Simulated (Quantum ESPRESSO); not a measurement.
GaN under changes of volume

One of the cells (11.564 Å³/atom); the others are scaled copies at fixed shape and fractional positions:

```
Ga N
1.0
     3.21154    0.00000    0.00000
    -1.60577    2.78127    0.00000
     0.00000    0.00000   10.35684
Ga N
4 4
Direct
  0.00000 0.00000 0.78587
  0.66667 0.33333 0.03735
  0.33333 0.66667 0.53735
  0.00000 0.00000 0.28587
  0.00000 0.00000 0.09304
  0.66667 0.33333 0.34375
  0.00000 0.00000 0.59304
  0.33333 0.66667 0.84374
```

The cell is a database's computed one.

```yaml
Program: Quantum ESPRESSO 7.5
Functional: LDA
Potentials_or_basis: GBRV 1.5 LDA
Cutoff: 762 eV
Density_cutoff: 6095 eV
k_mesh: 10 × 10 × 3
Occupations: fermi-dirac, width 0.05 eV
Spin: no spin polarisation
```

| volume (Å³/atom) | energy over the lowest point (meV/atom) | pressure (GPa) | gap on the mesh (eV) | largest force (eV/Å) |
| --- | --- | --- | --- | --- |
| 10.870 | 0.00 | 0.4 | 1.30 | 0.523 |
| 11.101 | 2.12 | -3.7 | 1.14 | 0.374 |
| 11.332 | 9.75 | -7.3 | 0.99 | 0.236 |
| 11.564 | 22.29 | -10.5 | 0.84 | 0.223 |
| 11.795 | 39.22 | -13.3 | 0.69 | 0.236 |
| 12.026 | 60.04 | -15.9 | 0.55 | 0.287 |
| 12.257 | ? | ? | ? | ? |

Q: What does the run at 12.257 Å³/atom give?

A: Energy over the lowest point 84.30 meV/atom; pressure -18.1 GPa; gap on the mesh 0.42 eV; largest force 0.386 eV/Å.

Worked out: A Birch-Murnaghan fit of order 3 (a polynomial in V^(-2/3)) to the other rows has its minimum at 10.90 Å³/atom with B0 = V·E''(V) = 197 GPa and B' = 4.3 at fixed shape and positions, which overstates the stiffness. It gives 84.38 meV/atom at 12.257 Å³/atom, against the run's 84.30, and -dE/dV = -18.0 GPa, against -18.1. A straight line through the other rows of the gap, of slope -7.42 eV per unit of ln V (its deformation potential), extrapolates to 0.41 eV, against the run's 0.42.

Energies are extrapolated to zero smearing.

Spin-orbit coupling on Ga is left out.
